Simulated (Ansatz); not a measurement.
A calculation with Ansatz 0.2.0 of Rh (native input, structure typed inline):

input.yaml

```yaml
crystal:
  lattice:
    - [2.68396521, 0.0, 0.0]
    - [1.341982605, 2.3243820547, 0.0]
    - [1.341982605, 0.7747940182, 2.1914484173]
  atoms:
    - { symbol: Rh, position: [0.0, 0.0, 0.0] }
hamiltonian:
  xc: pbe
  pseudopotentials: { kind: paw }
  dispersion: d3bj
kpoints:
  mp_grid: { grid: [12, 12, 12] }
scf:
  occupations: { method: tetrahedron }
output:
  forces: true
  stress: true
```

Potentials or basis: Ansatz PAW.

Command:

```bash
$ ansatz run input.yaml --threads 2 --pin off --max-ram 5120MiB --backend cpu --events-out ev --progress --plain --runs-dir out
```

Write the same calculation in another form: ASE script, structure from a P1 CIF.

As run:

run.py

```python
import json

import ase.io
import numpy as np

import ansatz as az

atoms = ase.io.read("Rh.cif")
atoms.info.pop("occupancy", None)

calculation = (
    az.Crystal.from_ase(atoms)
    .calculation()
    .kpoints(12, 12, 12)
    .functional("pbe", dispersion="d3bj")
    .pseudopotentials(kind="paw")
    .occupations(method="tetrahedron")
    .density()
    .potential()
    .output_files(volumetric_format="npy")
    .electron_localization_function()
    .forces()
    .stress()
)
outcome = calculation.run(threads=2, events_out="events.jsonl")

report = outcome.report
for line in open("events.jsonl"):
    event = json.loads(line)
    if event["event"] == "scf_iter":
        d = event["data"]
        print(f"SCF {d['iter']:3d}  HF = {d['harris_foulkes_ev']:.6f} eV  dr2 = {d['dr2_ev']:.2e} eV")
    elif event["event"] in ("relax_step", "md_step"):
        d = event["data"]
        print(f"{event['event']} {d['step']:3d}  E = {d['lagrangian_ev']:.6f} eV")
np.set_printoptions(precision=5, suppress=True, linewidth=110)
print("converged:", report["converged"], "after", report["n_iterations"], "iterations")
print(f"free energy {report['free_energy_ev']:.6f} eV, Fermi level {report['fermi_energy_ev']:.4f} eV")
for key in ("band_edges_ev", "magnetization_mub", "site_moments_mub", "site_moments_nc_mub", "forces_ev_ang",
                "stress_gpa", "kpoints_frac", "eigenvalues_ev"):
    if report.get(key) is not None:
        print(key, np.array(report[key]), sep="\n")
```

Contents of Rh.cif:

```cif
data_Rh
_cell_length_a 2.68396521
_cell_length_b 2.68396521
_cell_length_c 2.68396521
_cell_angle_alpha 60.00000000
_cell_angle_beta 60.00000000
_cell_angle_gamma 60.00000000
_space_group_name_H-M_alt 'P1'
_space_group_name_Hall 'P 1'
_space_group_IT_number 1
loop_
_space_group_symop_operation_xyz
'x,y,z'
loop_
_atom_site_label
_atom_site_type_symbol
_atom_site_symmetry_multiplicity
_atom_site_Wyckoff_symbol
_atom_site_fract_x
_atom_site_fract_y
_atom_site_fract_z
_atom_site_occupancy
Rh1 Rh 1 a 0.0000000000 0.0000000000 0.0000000000 1
```

Potentials or basis: Ansatz PAW.

Run with:

```bash
$ python run.py
```

Both were run:

|  | native input, structure typed inline | ASE script, structure from a P1 CIF |
| --- | --- | --- |
| Pressure | -0.6 GPa | -0.6 GPa |
| Band gap on the k mesh | none (metal or under the smearing width) | none (metal or under the smearing width) |

Keys that steer only the numerical path or the files written may differ.

Caveat: pairwise dispersion overbinds metals, which lowers pressure and volume; with tetrahedron occupations forces and stress needn't match the slope of the energy.
